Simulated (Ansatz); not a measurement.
The system is Sc.

```
CELL_PARAMETERS angstrom
-1.91721 1.91721 1.71760
1.91721 -1.91721 1.71760
1.91721 1.91721 -1.71760
ATOMIC_POSITIONS crystal
Sc 0.00000 0.00000 0.00000
```

This isn't the form of Sc at room conditions, which is hcp.

```yaml
Program: Ansatz 0.2.0
Task: single point
Functional: PBE
Potentials_or_basis: Ansatz PAW
Cutoff: "420 eV (not typed: the program's choice for these potentials)"
k_mesh: 10 × 10 × 10
Occupations: fermi-dirac, width 0.05 eV
Spin: no spin polarisation
```

On this cell: pressure -0.8 GPa; band gap on the k mesh none (metal or under the smearing width).

The same run follows on a disturbed copy (cell strained at random at fixed volume):

```
Sc
1.0
    -2.00168    1.96521    1.81529
     1.91710   -1.89426    1.64167
     1.93748    1.83005   -1.73609
Sc
1
Direct
  0.00306 0.00531 0.99425
```

Question: What does the disturbed cell give?

Answer: The energy (extrapolated to zero smearing) moves by +10.0 meV/atom; pressure -0.8 GPa; band gap on the k mesh none (metal or under the smearing width).

Stress tensor (GPa, compression positive):
```
-0.86  1.07  1.38
 1.07 -1.42 -1.12
 1.38 -1.12 -0.19
```
